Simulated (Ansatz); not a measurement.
**LiH**

Computed with Ansatz (plane waves, PAW, 420 eV cutoff): PBEsol, scalar-relativistic, no spin polarisation, Γ-centred 14×14×14 mesh, 0.05 eV Gaussian smearing; PAW files: Ansatz's generated set soft_2.

```
Li H
1.0
     0.00000    1.98996    1.98996
     1.98996    0.00000    1.98996
     1.98996    1.98996    0.00000
Li H
1 1
Direct
  0.00000 0.00000 0.00000
  0.50000 0.50000 0.50000
```

The chain of runs began from a cell as deposited in COD, expanded in volume.

The cell is relaxed to zero pressure at this level.

Elastic constants come from the stress of slightly strained cells with relaxed atoms, in GPa, Voigt order xx, yy, zz, yz, xz, xy in the Cartesian frame of the vectors above.

```
90.4 10.4 10.4  0.0  0.0  0.0
10.4 90.4 10.4  0.0  0.0  0.0
10.4 10.4 90.4  0.0  0.0  0.0
 0.0  0.0  0.0 48.4  0.0  0.0
 0.0  0.0  0.0  0.0 48.4  0.0
 0.0  0.0  0.0  0.0  0.0 48.4
```

**Question.** Work out the Voigt, Reuss and Hill moduli.

**Answer.** Voigt: K = (C11 + C22 + C33 + 2(C12 + C13 + C23))/9 = 37 GPa, G = (C11 + C22 + C33 − C12 − C13 − C23 + 3(C44 + C55 + C66))/15 = 45 GPa. Reuss, from the compliances S = C⁻¹: K = 37 GPa, G = 45 GPa. Hill means: K = 37 GPa, G = 45 GPa.

**Question.** And Young's modulus, Poisson's ratio, Pugh's ratio and the anisotropy?

**Answer.** E = 9KG/(3K + G) = 96 GPa, ν = (3K − 2G)/(6K + 2G) = 0.07, K/G = 0.83 (under the 1.75 that Pugh's rule, made for metals, takes as the line between brittle and ductile), universal anisotropy index 5G_V/G_R + K_V/K_R − 6 = 0.04. The eigenvalues of C are 48, 48, 48, 80, 80, 111 GPa, all positive.

**Question.** What sound velocities and Debye temperature follow for a polycrystal?

**Answer.** With a density of 0.837 g/cm³ (mean mass 4.0 u, 7.88 Å³/atom), K = 37.1 and G = 44.8 GPa from the unrounded constants, v_l = √((K + 4G/3)/ρ) = 10750 m/s and v_t = √(G/ρ) = 7320 m/s. The mean [(1/v_l³ + 2/v_t³)/3]^(−1/3) is 7980 m/s, and θ_D = (ħ/k_B)(6π²/V)^(1/3) v_m ≈ 1190 K, with V the volume an atom. This is the low-temperature, elastic estimate.

For a cubic crystal three numbers say it all: C11 = 90.4, C12 = 10.4, C44 = 48.4 GPa. K = (C11 + 2C12)/3 = 37.1 GPa. The two shear moduli are C44 and C′ = (C11 − C12)/2 = 40.0 GPa, so Zener's ratio C44/C′ is 1.21: the crystal is stiffest along ⟨111⟩ and softest along ⟨100⟩. The Cauchy pressure C12 − C44 is -38 GPa; pair forces would make it zero if every atom sat on a centre of inversion, as here, and a negative value is usually read as directional bonding.

The equation of state, an independent route, gives B0 = 37 GPa, against 37 GPa here.

It took roughly 11 core-seconds on a shared host.

LiH comes out compressible yet resistant to shear: G exceeds K, and sound is fast mainly because the atoms are so light. The high Debye temperature therefore reflects low mass more than strong bonds.

The negative Cauchy pressure need not mean covalent bonding. LiH is largely ionic, and its hydride ion, with two electrons loosely held by a single proton, is soft and changes size with its surroundings. This breathing makes the forces many-body and probably accounts for much of C12 lying below C44.

The strongly negative Cauchy pressure agrees with experiment, but the lattice parameter is shorter than measured and C11 is clearly too high. A likely cause is the missing zero-point motion of the nuclei, which in so light a crystal expands the lattice and softens it appreciably. The matching bulk modulus from the equation of state confirms numerical consistency, but shares this error. The positive eigenvalues establish stability against small homogeneous strains only, not against phonons at finite wavevector.
